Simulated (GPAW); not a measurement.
# PbS (Cmcm) in GPAW: convergence with empty bands an atom in the response

Aim: find how far empty bands an atom in the response must go before the results for PbS settle, at LDA. This setting moves, with any that are tied to it; all else stays.

Everything below comes from runs of GPAW 26.7.0. Logs are shortened: lines on timing, memory, paths and dates and some standing lists are left out, and cuts for length are marked. The log counts tension as positive stress, the text compression.

## Step 1: The cell of the first run

The structure is orthorhombic, space group Cmcm (No. 63). Conventional cell: a = 4.215 Å, b = 12.140 Å, c = 4.336 Å, α = 90.00°, β = 90.00°, γ = 90.00°. Pb (site symmetry m2m) is surrounded by 5 S at 2.72 to 3.03 Å. S (site symmetry m2m) is surrounded by 5 Pb at 2.72 to 3.03 Å.

Measurements of this composition are mostly on another form, of space group No. 225.

The cell isn't the ideal one: volume scaled by 1.04.

## Step 2: With empty bands an atom in the response 2

Contents of run.py:

```python
import numpy as np
import spglib
from ase import Atoms
from ase.dft.bandgap import bandgap
from ase.io import read, write
from gpaw import GPAW, PW
from gpaw.response.df import DielectricFunction

atoms = read('PbS.cif')
cell, positions, numbers = spglib.find_primitive(
    (atoms.cell[:], atoms.get_scaled_positions(), atoms.numbers), symprec=1e-4)
atoms = Atoms(numbers, cell=cell, scaled_positions=positions, pbc=True)

calc = GPAW(mode=PW(400),
            xc='LDA',
            kpts={'size': (6, 6, 5), 'gamma': True},
            occupations={'name': 'fermi-dirac', 'width': 0.001},
            nbands=33,
            convergence={'density': 1e-06},
            maxiter=150,
            txt='gpaw.txt')
atoms.calc = calc
energy = atoms.get_potential_energy()
calc.write('gs.gpw')
write('result.traj', atoms)
print(f'Energy: {energy:.6f} eV')
print('Fermi level:', round(calc.get_fermi_level(), 4), 'eV')
print(f'Gap: {bandgap(calc)[0]:.4f} eV, direct: {bandgap(calc, direct=True)[0]:.4f} eV')

for size in [(5, 5, 5)]:
    name = 'x'.join(str(n) for n in size)
    dense = calc.fixed_density(kpts={'size': size, 'gamma': True},
                               nbands=34, convergence={'bands': 28},
                               update_fermi_level=True, txt=f'dense-{name}.txt')
    dense.write(f'{name}.gpw', mode='all')
    df = DielectricFunction(f'{name}.gpw', frequencies=np.array([0.0]), hilbert=False, eta=0.001,
                            ecut=80, nbands=28, intraband=False, txt=f'df-{name}.txt')
    for xc in ['RPA']:
        for direction in ['x', 'y', 'z', [0, 1, 1], [1, 0, 1], [1, 1, 0]]:
            e0, e = df.get_macroscopic_dielectric_constant(xc=xc, direction=direction)
            print(f'{name} {xc} {direction}: {e0:.4f} without, {e:.4f} with local fields')
```

Contents of PbS.cif:

```cif
data_PbS
_cell_length_a 4.21464726
_cell_length_b 12.14027752
_cell_length_c 4.33563425
_cell_angle_alpha 90.00000000
_cell_angle_beta 90.00000000
_cell_angle_gamma 90.00000000
_space_group_name_H-M_alt 'Cmcm'
_space_group_name_Hall '-C 2c 2'
_space_group_IT_number 63
loop_
_space_group_symop_operation_xyz
'x,y,z'
'-x,-y,-z'
'-x,-y,z+1/2'
'x,y,-z+1/2'
'x,-y,-z'
'-x,y,z'
'-x,y,-z+1/2'
'x,-y,z+1/2'
'x+1/2,y+1/2,z'
'-x+1/2,-y+1/2,-z'
'-x+1/2,-y+1/2,z+1/2'
'x+1/2,y+1/2,-z+1/2'
'x+1/2,-y+1/2,-z'
'-x+1/2,y+1/2,z'
'-x+1/2,y+1/2,-z+1/2'
'x+1/2,-y+1/2,z+1/2'
loop_
_atom_site_label
_atom_site_type_symbol
_atom_site_symmetry_multiplicity
_atom_site_Wyckoff_symbol
_atom_site_fract_x
_atom_site_fract_y
_atom_site_fract_z
_atom_site_occupancy
Pb1 Pb 4 c 0.0000000000 0.8694366500 0.2500000000 1
S1 S 4 c 0.0000000000 0.6452029100 0.2500000000 1
```

Potentials or basis: the program's PAW data sets (release 1.2.1) made for this functional, pw.

Launch:

```
> OMP_NUM_THREADS=1 python run.py
```

It took 2.4 min on 1 thread of Arm Neoverse V1, shared host; peak memory 0.44 GiB.

Results:

```yaml
Free_energy: -19.9676 eV
Band_gap_on_the_k_mesh: 1.05 eV, indirect (least direct gap 1.07 eV)
Electronic_dielectric_tensor_diagonal: 16.63, 9.23, 18.63
```

## Step 3: With empty bands an atom in the response 3

Changes to run.py since step 2:

```diff
@@ -32,3 +32,3 @@
     dense = calc.fixed_density(kpts={'size': size, 'gamma': True},
-                               nbands=34, convergence={'bands': 28},
+                               nbands=38, convergence={'bands': 32},
                                update_fermi_level=True, txt=f'dense-{name}.txt')
@@ -36,3 +36,3 @@
     df = DielectricFunction(f'{name}.gpw', frequencies=np.array([0.0]), hilbert=False, eta=0.001,
-                            ecut=80, nbands=28, intraband=False, txt=f'df-{name}.txt')
+                            ecut=80, nbands=32, intraband=False, txt=f'df-{name}.txt')
     for xc in ['RPA']:
```

PbS.cif is that of step 2.

Potentials or basis: the program's PAW data sets (release 1.2.1) made for this functional, pw.

Launch:

```
> OMP_NUM_THREADS=1 python run.py
```

Run time: 3.1 min. Hardware: 1 thread of Arm Neoverse V1, shared host; peak memory 0.45 GiB.

Results:

* Free energy: -19.9676 eV
* Band gap on the k mesh: 1.05 eV, indirect (least direct gap 1.07 eV)
* Electronic dielectric tensor (diagonal): 16.74, 9.39, 18.73

## Step 4: With empty bands an atom in the response 5

Changes to run.py since step 3:

```diff
@@ -32,3 +32,3 @@
     dense = calc.fixed_density(kpts={'size': size, 'gamma': True},
-                               nbands=38, convergence={'bands': 32},
+                               nbands=46, convergence={'bands': 40},
                                update_fermi_level=True, txt=f'dense-{name}.txt')
@@ -36,3 +36,3 @@
     df = DielectricFunction(f'{name}.gpw', frequencies=np.array([0.0]), hilbert=False, eta=0.001,
-                            ecut=80, nbands=32, intraband=False, txt=f'df-{name}.txt')
+                            ecut=80, nbands=40, intraband=False, txt=f'df-{name}.txt')
     for xc in ['RPA']:
```

PbS.cif is that of step 3.

Launch:

```
> OMP_NUM_THREADS=1 python run.py
```

Run time: 3.6 min. Hardware: 1 thread of Arm Neoverse V1, shared host; peak memory 0.47 GiB.

What came out:

- Free energy: -19.9676 eV
- Band gap on the k mesh: 1.05 eV, indirect (least direct gap 1.07 eV)
- Electronic dielectric tensor (diagonal): 16.77, 9.48, 18.76

## Step 5: With empty bands an atom in the response 8

Changes to run.py since step 4:

```diff
@@ -32,3 +32,3 @@
     dense = calc.fixed_density(kpts={'size': size, 'gamma': True},
-                               nbands=46, convergence={'bands': 40},
+                               nbands=58, convergence={'bands': 52},
                                update_fermi_level=True, txt=f'dense-{name}.txt')
@@ -36,3 +36,3 @@
     df = DielectricFunction(f'{name}.gpw', frequencies=np.array([0.0]), hilbert=False, eta=0.001,
-                            ecut=80, nbands=40, intraband=False, txt=f'df-{name}.txt')
+                            ecut=80, nbands=52, intraband=False, txt=f'df-{name}.txt')
     for xc in ['RPA']:
```

PbS.cif is that of step 4.

Launch:

```
> OMP_NUM_THREADS=1 python run.py
```

It took 4.3 min on 1 thread of Arm Neoverse V1, shared host; peak memory 0.49 GiB.

It converged, with:

- Free energy: -19.9676 eV
- Band gap on the k mesh: 1.05 eV, indirect (least direct gap 1.07 eV)
- Electronic dielectric tensor (diagonal): 16.79, 9.52, 18.78

## Step 6: With empty bands an atom in the response 12

Changes to run.py since step 5:

```diff
@@ -32,3 +32,3 @@
     dense = calc.fixed_density(kpts={'size': size, 'gamma': True},
-                               nbands=58, convergence={'bands': 52},
+                               nbands=74, convergence={'bands': 68},
                                update_fermi_level=True, txt=f'dense-{name}.txt')
@@ -36,3 +36,3 @@
     df = DielectricFunction(f'{name}.gpw', frequencies=np.array([0.0]), hilbert=False, eta=0.001,
-                            ecut=80, nbands=52, intraband=False, txt=f'df-{name}.txt')
+                            ecut=80, nbands=68, intraband=False, txt=f'df-{name}.txt')
     for xc in ['RPA']:
```

PbS.cif is that of step 5.

Potentials or basis: the program's PAW data sets (release 1.2.1) made for this functional, pw.

Launch:

```
> OMP_NUM_THREADS=1 python run.py
```

It took 7.3 min on 1 thread of Arm Neoverse V1, shared host; peak memory 0.52 GiB.

Results (log left out):

- Free energy: -19.9676 eV
- Band gap on the k mesh: 1.05 eV, indirect (least direct gap 1.07 eV)
- Electronic dielectric tensor (diagonal): 16.81, 9.53, 18.81

## Step 7: With empty bands an atom in the response 18

Changes to run.py since step 6:

```diff
@@ -32,3 +32,3 @@
     dense = calc.fixed_density(kpts={'size': size, 'gamma': True},
-                               nbands=74, convergence={'bands': 68},
+                               nbands=98, convergence={'bands': 92},
                                update_fermi_level=True, txt=f'dense-{name}.txt')
@@ -36,3 +36,3 @@
     df = DielectricFunction(f'{name}.gpw', frequencies=np.array([0.0]), hilbert=False, eta=0.001,
-                            ecut=80, nbands=68, intraband=False, txt=f'df-{name}.txt')
+                            ecut=80, nbands=92, intraband=False, txt=f'df-{name}.txt')
     for xc in ['RPA']:
```

PbS.cif is that of step 6.

Launch:

```
> OMP_NUM_THREADS=1 python run.py
```

Wall time 7.4 min (1 thread of Arm Neoverse V1, shared host); peak memory 0.56 GiB.

Results (log left out):

```
Free energy                             : -19.9676 eV
Band gap on the k mesh                  : 1.05 eV, indirect (least direct gap 1.07 eV)
Electronic dielectric tensor (diagonal) : 16.84, 9.54, 18.83
```

## Step 8: With empty bands an atom in the response 26

Changes to run.py since step 7:

```diff
@@ -32,3 +32,3 @@
     dense = calc.fixed_density(kpts={'size': size, 'gamma': True},
-                               nbands=98, convergence={'bands': 92},
+                               nbands=130, convergence={'bands': 124},
                                update_fermi_level=True, txt=f'dense-{name}.txt')
@@ -36,3 +36,3 @@
     df = DielectricFunction(f'{name}.gpw', frequencies=np.array([0.0]), hilbert=False, eta=0.001,
-                            ecut=80, nbands=92, intraband=False, txt=f'df-{name}.txt')
+                            ecut=80, nbands=124, intraband=False, txt=f'df-{name}.txt')
     for xc in ['RPA']:
```

PbS.cif is that of step 7.

Potentials or basis: the program's PAW data sets (release 1.2.1) made for this functional, pw.

Launch:

```
> OMP_NUM_THREADS=1 python run.py
```

gpaw.txt:

```text
__  _  _
 | _ |_)|_||  |
 |__||  | ||/\| - 26.7.0

Input parameters:
  mode=PW(ecut=400.0),
  convergence={'density': 1e-06},
  kpts=MonkhorstPack(size=(6, 6, 5), gamma=True),
  maxiter=150,
  nbands=33,
  occupations=Occupations(name='fermi-dirac', width=0.001),
  xc=XC(name='LDA')

Diagonalizing LCAO Hamiltonian
Converting LCAO to pw mode

             Pb
         S S
       Pb

Atoms  # Å, Bohr magnetons
|   | symbol |        x |         y |        z |    initial magnetic moments |
|---|--------|----------|-----------|----------|-----------------------------|
| 0 |     Pb | 2.107324 |  4.485063 | 1.083909 | ( 0.0000,  0.0000,  0.0000) |
| 1 |     Pb | 2.107324 | -4.485063 | 3.251726 | ( 0.0000,  0.0000,  0.0000) |
| 2 |      S | 2.107324 |  1.762804 | 1.083909 | ( 0.0000,  0.0000,  0.0000) |
| 3 |      S | 2.107324 | -1.762804 | 3.251726 | ( 0.0000,  0.0000,  0.0000) |

Unit cell  # Å
| periodic |        x |         y |        z |  lengths |     angles |
|----------|----------|-----------|----------|----------|------------|
|      yes | 2.107324 | -6.070139 | 0.000000 | 6.425527 |  90.000000 |
|      yes | 2.107324 |  6.070139 | 0.000000 | 6.425527 |  90.000000 |
|      yes | 0.000000 |  0.000000 | 4.335634 | 4.335634 | 141.709848 |

Number of symmetries: 4
Symmetry operations  # r_c * U_cc + t_c -> r_c
|   | kind |            matrix            |
|---|------|------------------------------|
| 0 |  E   |  1, 0, 0,  0, 1, 0,  0, 0, 1 |
| 1 |  C2  |  0, 1, 0,  1, 0, 0,  0, 0,-1 |
| 2 |  σ   |  0,-1, 0, -1, 0, 0,  0, 0, 1 |
| 3 |  i   | -1, 0, 0,  0,-1, 0,  0, 0,-1 |

BZ-sampling:
  Number of BZ points: 180
  Number of IBZ points: 55

  Monkhorst-Pack size: [6, 6, 5]
  Monkhorst-Pack shift: [0.08333333333333333, 0.08333333333333333, 0.0]

K-points  # in reciprocal-cell coordinates
|     |                                coordinates |     weight |
|-----|--------------------------------------------|------------|
|   0 | (  0.00000000,   0.00000000,   0.00000000) | 0.00555556 |
|   1 | (  0.00000000,   0.00000000,   0.20000000) | 0.01111111 |
|   2 | (  0.00000000,   0.00000000,   0.40000000) | 0.01111111 |
|   3 | (  0.16666667,  -0.16666667,  -0.40000000) | 0.01111111 |
|   4 | (  0.16666667,  -0.16666667,  -0.20000000) | 0.01111111 |
|   5 | (  0.16666667,  -0.16666667,   0.00000000) | 0.01111111 |
|   6 | (  0.16666667,  -0.16666667,   0.20000000) | 0.01111111 |
|   7 | (  0.16666667,  -0.16666667,   0.40000000) | 0.01111111 |
|   8 | (  0.16666667,   0.00000000,  -0.40000000) | 0.02222222 |
|   9 | (  0.16666667,   0.00000000,  -0.20000000) | 0.02222222 |
| ... |                                            |            |
|  54 | (  0.50000000,   0.50000000,   0.40000000) | 0.01111111 |

Plane wave coefficients: 2034
Cutoff: 400.0 eV

Spin-components: 1 (collinear spins)
Bands:           33
Projectors:      22
Spin-degeneracy: 2
Datatype:        complex128

Density:
  Valence electrons: 40.0
  Components: 1
  Grid points: [30 30 20]
  Charge: 0.0  # |e|

Potential:
  Grid points: [30 30 20]

species:
  Pb:
    name:    Lead
    Z:       82.0
    valence: 14
    core:    68
    charge:  0.0  # [|e|]
    compensation charges:
      type: gauss
      rc: 0.38  # [Å]
      lmax: 2
    cutoffs:
      filter: 2.36  # [Å]
      core: 2.43  # [Å]
    projectors
    | kind |    occ | energy [eV] | rcut [Å] |
    |------|--------|-------------|----------|
    |   6s |  2.000 |     -12.249 |    1.259 |
    |   6p |  2.000 |      -3.713 |    1.275 |
    |   5d | 10.000 |     -21.326 |    1.217 |
    |    s |        |      14.962 |    1.259 |
    |    p |        |      23.498 |    1.275 |
    |    d |        |       5.885 |    1.217 |

    Using partial waves for Pb as LCAO basis

  S:
    name:    Sulfur
    Z:       16.0
    valence: 6
    core:    10
    charge:  0.0  # [|e|]
    compensation charges:
      type: gauss
      rc: 0.24  # [Å]
      lmax: 2
    cutoffs:
      filter: 1.77  # [Å]
      core: 1.66  # [Å]
    projectors
    | kind |    occ | energy [eV] | rcut [Å] |
    |------|--------|-------------|----------|
    |   3s |  2.000 |     -17.278 |    0.974 |
    |   3p |  4.000 |      -7.106 |    0.979 |
    |    s |        |       9.933 |    0.974 |
    |    p |        |      20.105 |    0.979 |
    |    d |        |       0.000 |    0.900 |

    Using partial waves for S as LCAO basis

Reference energy: -1155591.035148  # eV

eigensolver:
  PPCG
  Converge bands: occupied
  niter=2

density mixing:
  MSR1-Mixer
  Pratt-step length: 0.05
  Maximum mixing coefficient: 0.75
  Old densities: 10
  SVD Regularization: 0.005
  Good broyden scale: 1.0
  Trust region scale: 1.0
  Backstep threshold: 4.0
  History deletion threshold: 6.0
  Fourier metric: weight=20.0, sigma=0.015

occupation numbers:
  Fermi-Dirac:
    width: 0.0010  # eV

poisson solver:
  ecut: 3200.0  # eV

xc functional:
  name: None

convergence criteria:
- Maximum integral of absolute [dens]ity change: 1e-06 electrons / valence electron
- Maximum [total energy] change in last 3 cyles: 0.0005 eV / valence electron
- Maximum integral of absolute [eigenst]ate change: 4e-08 eV^2 / valence electron
maximum number of iterations: 150

SCF iterations
|iter     | |      energy | eigst |  dens |
|---------|-|-------------|-------|-------|
|iter:   1| |  -20.908394 | -0.16 |       |
|iter:   2| |  -20.676985 | -1.84 | -1.16 |
|iter:   3| |  -19.979672 | -1.62 | -1.21 |
|iter:   4| |  -19.970369 | -2.94 | -1.79 |
|iter:   5| |  -19.968203c| -3.54 | -2.16 |
|iter:   6| |  -19.967626c| -4.35 | -2.64 |
|iter:   7| |  -19.967631c| -5.64 | -3.35 |
|iter:   8| |  -19.967631c| -7.01 | -4.01 |
|iter:   9| |  -19.967632c| -7.98c| -4.56 |
|iter:  10| |  -19.967632c| -8.52c| -5.25 |
|iter:  11| |  -19.967632c| -8.87c| -6.07c|

Converged in 11 steps
Energy contributions relative to reference atoms: (reference = -1155591.035148)

Energy contributions:
  Kinetic:          20.495107
  Coulomb:         -23.507818
  Zero:              0.134101
  External:          0.000000
  Xc:              -17.089021
  Entropy:          -0.000000
  Spinorbit:         0.000000
  ----------------------------
  Free energy:     -19.967632
  Extrapolated:    -19.967632

dipole moment: (0.000007, 0.000000, 0.000007)  # |e|*Ang

Fermi level: 5.021
Eigenvalues  # (at kpt = [0.000, 0.000, 0.000])
| band index |      eig [eV] | occ [0-2] |
|------------|---------------|-----------|
|          0 |       -11.691 |     2.000 |
|        ... |               |           |
|         12 |        -2.263 |     2.000 |
|         13 |        -1.402 |     2.000 |
|         14 |         0.575 |     2.000 |
|         15 |         1.818 |     2.000 |
|         16 |         2.359 |     2.000 |
|         17 |         3.061 |     2.000 |
|         18 |         3.237 |     2.000 |
|         19 |         4.146 |     2.000 |
|         20 |         9.015 |     0.000 |
|         21 |         9.206 |     0.000 |
|         22 |         9.255 |     0.000 |
|         23 |         9.854 |     0.000 |
|         24 |        10.047 |     0.000 |
|         25 |        10.130 |     0.000 |
|         26 |        10.350 |     0.000 |
|         27 |        11.429 |     0.000 |
|        ... |               |           |
|         32 |        14.886 |     0.000 |

Gap: 1.048 eV
Transition (v -> c):
  (s=0, k=54, n=19, [0.50, 0.50, 0.40]) -> (s=0, k=52, n=20, [0.50, 0.50, 0.00])
Direct/indirect transitions are different
Direct gap: 1.067 eV
Transition at: (s=0, k=54, n=19, [0.50, 0.50, 0.40])
# Writing to gs.gpw (mode='')
```

It took 12 min on 1 thread of Arm Neoverse V1, shared host; peak memory 0.62 GiB.

Results:

```yaml
Free_energy: -19.9676 eV
Band_gap_on_the_k_mesh: 1.05 eV, indirect (least direct gap 1.07 eV)
Electronic_dielectric_tensor_diagonal: 16.85, 9.55, 18.85
```

## Step 9: The series at a glance

| empty bands an atom in the response | dielectric constant | SCF cycles | CPU time (s) | peak memory (GiB) |
| --- | --- | --- | --- | --- |
| 2 | 14.830 | 11 | 150 | 0.44 |
| 3 | 14.955 | 11 | 190 | 0.45 |
| 5 | 15.005 | 11 | 220 | 0.47 |
| 8 | 15.031 | 11 | 260 | 0.49 |
| 12 | 15.053 | 11 | 440 | 0.52 |
| 18 | 15.071 | 11 | 440 | 0.56 |
| 26 | 15.084 | 11 | 730 | 0.62 |

Against the tightest run, the dielectric constant stays within 0.05 from 12 on. The tightest run that finished is the yardstick and may itself not be fully converged.

Caveats: the long-wavelength limit can be off by a per cent or two; spin-orbit coupling is left out, which as a rule narrows the gap of such compounds by several tenths of an eV; an odd mesh through Γ misses points on the zone boundary, where band edges often lie; the program warned that so skewed a cell can give wrong results.
